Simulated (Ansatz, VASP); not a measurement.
# One calculation of Al2Au, two programs

INCAR

```
SYSTEM = Al2Au
ALGO = Normal
EDIFF = 1E-6
ENCUT = 520
GGA = CA
ISIF = 2
ISMEAR = -1
LASPH = .TRUE.
LCHARG = .FALSE.
LREAL = .FALSE.
LWAVE = .FALSE.
NBANDS = 16
NELM = 80
PREC = Accurate
SIGMA = 0.05
```

Contents of KPOINTS:

```
k-points
0
G
  6 6 6
  0 0 0
```

Contents of POSCAR:

```
Al2Au
1.0
    0.0237700000      2.9189100000      2.9540300000
    2.9931400000      0.0263700000      2.9514400000
    3.0402300000      2.9634100000     -0.0207200000
Al Au
2 1
Direct
    0.2394500000      0.2171700000      0.2531200000
    0.7697769378      0.7411655962      0.7387679164
    0.9881300000      0.0023400000      0.0322100000
```

Input for Ansatz:

```yaml
crystal:
  lattice:
    - [0.02377, 2.91891, 2.95403]
    - [2.99314, 0.02637, 2.95144]
    - [3.04023, 2.96341, -0.02072]
  atoms:
    - { symbol: Al, position: [0.23945, 0.21717, 0.25312] }
    - { symbol: Al, position: [0.7697769377623221, 0.7411655961730474, 0.7387679163615891] }
    - { symbol: Au, position: [0.98813, 0.00234, 0.03221] }
basis:
  ecutwfc: 540.0
  xc_grid: 2
kpoints:
  mp_grid:
    grid: [6, 6, 6]
hamiltonian:
  xc: lda
scf:
  convergence:
    dr2_threshold: 1.0e-09
  occupations:
    method: fermi_dirac
    width: 0.05
output:
  forces: true
  stress: true
```

Alike in both runs: task single point; functional LDA; k mesh 6 × 6 × 6; occupations fermi-dirac, width 0.05 eV; no spin polarisation.

|  | VASP | Ansatz |
| --- | --- | --- |
| version | VASP 6.6.1 | Ansatz 0.2.0 |
| potentials or method | VASP PAW LDA potentials, release 64 (Al, Au) | plane waves, PAW |
| plane-wave cutoff (eV) | 520 | 540 |
| valence electrons in the cell | 17 | 25 |

|  | VASP | Ansatz | Ansatz less VASP |
| --- | --- | --- | --- |
| pressure (GPa) | 4.3 | 4.0 | -0.26 |
| largest component of the traceless stress (GPa) | 2.37 | 2.34 | -0.028 |
| rms of the force components (eV/Å) | 0.942 | 0.931 | -0.0106 |

Atom by atom the forces differ by 0.011 eV/Å (rms over components). The two sets of potentials don't hold the same shells in valence. Ansatz warned: «stress_scf_threshold_loose».

Caveats: forces of over 1 eV/Å show positions far from the minimum, so gaps and moduli don't describe the material at rest. The runs have no spin-orbit coupling, so splittings on Au are missing.
